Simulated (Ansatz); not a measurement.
Cold compression of Mn (simple hexagonal type)

```
Mn
1.0
     2.48185    0.00000    0.00000
    -1.24093    2.14935    0.00000
     0.00000    0.00000    2.13478
Mn
1
Direct
  0.00000 0.00000 0.00000
```

The cell comes from a relaxation on PAW files under the same functional, begun from a prototype that needn't be the stable phase.

Its volume is scaled, and at each volume shape and atoms are relaxed on PAW files; all methods then take that cell.

Computed with Ansatz 0.2.0; functional PBE, scalar-relativistic. Settings: a Γ-centred 18×18×17 k mesh, Fermi–Dirac smearing of 0.08 eV, spin-polarised from start moments Mn 3 μB. Methods: LAPW: all electrons, basis error target 1 meV/atom; PAW: frozen-core files, cutoff 420 eV; crystal datasets: all electrons, by PAW datasets that the program makes for each cell; norm-conserving: pseudopotentials, cutoff 1306 eV; PAW (cutoff 300 eV): frozen-core files, cutoff 300 eV.

Energies are extrapolated to zero smearing and count from the unscaled cell; pressure is positive in compression; gaps take the mesh and a band path. No temperature or zero-point motion is included.

Antiferromagnetic order, which Cr and Mn prefer near zero pressure, wasn't tried. The start moments died away, and the runs ended non-magnetic.

```
V/V0  V (Å³/atom)  P LAPW (GPa)  ΔE LAPW (eV/atom)  P PAW − LAPW (GPa)  ΔE PAW − LAPW (meV/atom)  space group  shortest distance (Å)
1.00        11.39         -0.03              0.000                0.04                       0.0       P6/mmm                  2.135
0.90        10.25             ?                  ?                   ?                         ?            ?                      ?
0.80         9.11          84.4              0.488               -0.03                       0.3       P6/mmm                  1.992
0.70         7.97         179.2              1.390               -0.29                      -0.7       P6/mmm                  1.911
0.60         6.83         353.9              3.218               -1.61                      -6.0       P6/mmm                  1.823
0.50         5.69         697.4              6.808               -8.08                     -32.9       P6/mmm                  1.725
0.40         4.56          1440             14.034              -40.25                    -163.2       P6/mmm                  1.617
```

(1) Fit the Vinet equation to the LAPW pressures shown (residuals weighted by 1/(|P| + 0.03·Pmax)), and predict the pressure of the withheld row.

(2) At the smallest volume, how far do crystal datasets and norm-conserving and PAW (cutoff 300 eV) lie from LAPW in pressure?

(3) How do the Löwdin populations by LAPW change from the unscaled cell to the last row?

Answers

(1) The fit gives V0 = 11.39 Å³/atom, B0 = 223 GPa and B0′ = 4.76. At 10.25 Å³/atom, x = (V/V0)^(1/3) = 0.9654, and P = 3·B0·(1 − x)/x²·exp[1.5·(B0′ − 1)·(1 − x)] = 30.2 GPa. The run itself gave 30.9 GPa (-2.3 % off) and ΔE = 0.098 eV/atom.

(2) crystal datasets: 0.00 GPa; norm-conserving: -23.16 GPa; PAW (cutoff 300 eV): -35.24 GPa, on a LAPW pressure of 1440 GPa.

(3) Mn 3s 1.97 → 1.87, Mn 4s 0.84 → 0.52, Mn 3p 5.99 → 5.94, Mn 3d 6.03 → 6.58 electrons an atom. These are projections on the shells that the free atoms fill; 0.17 e a cell lies outside them at the start and 0.08 e at the end.
